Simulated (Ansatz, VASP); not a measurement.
One calculation of Ti, two programs

```
CELL_PARAMETERS angstrom
2.89029 0.00000 0.00000
-1.44514 2.50306 0.00000
0.00000 0.00000 4.59115
ATOMIC_POSITIONS crystal
Ti 0.33333 0.66667 0.25000
Ti 0.66667 0.33333 0.75000
```

Change from the starting cell: volume scaled by 0.9405, PAW files.

Alike in both runs: task electric field gradients; functional PBE; k mesh 13 × 13 × 7; occupations fermi-dirac, width 0.08 eV; no spin polarisation.

|  | VASP | Ansatz |
| --- | --- | --- |
| version | VASP 6.6.1 | Ansatz 0.2.0 |
| potentials or method | VASP PAW PBE potentials, release 64 (Ti_sv) | PAW with Ansatz's default frozen-core files, scalar-relativistic |
| plane-wave cutoff (eV) | 520 | 420 |
| valence electrons in the cell | 24 | 24 |

```csv
,VASP,Ansatz,Ansatz less VASP
pressure (GPa),5.3,5.7,+0.36
largest component of the traceless stress (GPa),0.14,0.14,+0.002
Vzz of the field gradient on the site that differs most (V/Å²),19.0,20.9,+1.91
```
